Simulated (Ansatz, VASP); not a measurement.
# Ge in VASP and in Ansatz

The input INCAR:

```
SYSTEM = Ge
PREC = Accurate
ENCUT = 520
EDIFF = 1E-7
ISMEAR = -1
SIGMA = 0.08
LREAL = .FALSE.
LASPH = .TRUE.
NELM = 60
ALGO = Normal
ISIF = 2
LWAVE = .FALSE.
LCHARG = .TRUE.
GGA = PE
LELF = .TRUE.
LVHAR = .TRUE.
NBANDS = 13
```

The input KPOINTS:

```
regular mesh
0
G
  15 15 15
  0 0 0
```

The input POSCAR:

```
Ge
1.0
    2.4733899018      0.0000000000      0.0000000000
    0.0000000000      2.4733899018      0.0000000000
    0.0000000000      0.0000000000      2.4733899018
Ge
1
Direct
    0.0000000000      0.0000000000      0.0000000000
```

Input for Ansatz:

```yaml
crystal:
  lattice:
    - [2.4733899018, 0.0, 0.0]
    - [0.0, 2.4733899018, 0.0]
    - [0.0, 0.0, 2.4733899018]
  atoms:
    - { symbol: Ge, position: [0.0, 0.0, 0.0] }
kpoints:
  mp_grid: { grid: [15, 15, 15] }
scf:
  occupations: { method: fermi_dirac, width: 0.08 }
hamiltonian:
  xc: pbe
  pseudopotentials: { kind: all_electron, lapw: { basis_error: 0.001 } }
output:
  forces: true
  stress: true
  eigenvalues: true
  populations: true
```

Change from the starting cell: volume scaled by 0.76, LAPW.

Alike in both runs: task single point; functional PBE; k mesh 15 × 15 × 15; occupations fermi-dirac, width 0.08 eV; no spin polarisation.

|  | VASP | Ansatz |
| --- | --- | --- |
| version | VASP 6.6.1 | Ansatz 0.2.0 |
| potentials or method | VASP PAW PBE potentials, release 64 (Ge_d) | all-electron LAPW, scalar-relativistic |
| plane-wave cutoff (eV) | 520 | see its input |

Ansatz gave:

- pressure (GPa): 35.0

**Question.** What did VASP give for the same quantities?

**Answer.** Pressure (GPa): 35.1.

Ansatz ran all-electron here, so the differences hold the error of VASP's frozen core and of both bases.

Caveats: so large a pressure means that the cell lies far from this level's equilibrium, or that cutoff or potentials fall short (VASP).
